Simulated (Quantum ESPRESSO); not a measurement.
# BaTiO3: dielectric tensor and Born charges under several settings

```xyz
5
Lattice="4.0060 0.0000 0.0000 0.0000 4.0060 0.0000 0.0000 0.0000 4.0060" Properties=species:S:1:pos:R:3 pbc="T T T"
Ba    2.0030    2.0030    2.0030
Ti    0.0000    0.0000    0.0000
O     0.0000    0.0000    2.0030
O     0.0000    2.0030    0.0000
O     2.0030    0.0000    0.0000
```

All runs used Quantum ESPRESSO 7.5; k mesh 6 × 6 × 6, shifted; given cell; no spin polarisation; cutoff 1143 eV; occupations smeared at first, fixed for the response.

```csv
level,potentials,pressure (GPa),ε∞ (diagonal),Born charge of atom 1 (e)
LDA,PseudoDojo 0.4.1 SR LDA standard,?,?,?
PBE,PseudoDojo 0.4.1 SR PBE standard,1.9,6.59,2.75
PBEsol,PseudoDojo 0.4.1 SR PBEsol standard,-4.3,6.67,2.74
WC,PseudoDojo 0.4.1 SR PBE standard,-3.8,6.65,2.75
BLYP,PseudoDojo 0.4.1 SR PBE standard,8.0,6.47,2.74
```

Question: What stands in the row left open?

Answer: Pressure -9.0 GPa; ε∞ 6.69; Born charge of atom 1 2.73 e.

Caveats: this release of the barium file is off; the cell is more than 3 GPa from zero pressure, which shifts response properties (some runs); the potentials were made for another functional, which shifts forces and pressure (some runs).

For the row left open. Caveat: this release of the barium file is off; the cell is more than 3 GPa from zero pressure, which shifts response properties.
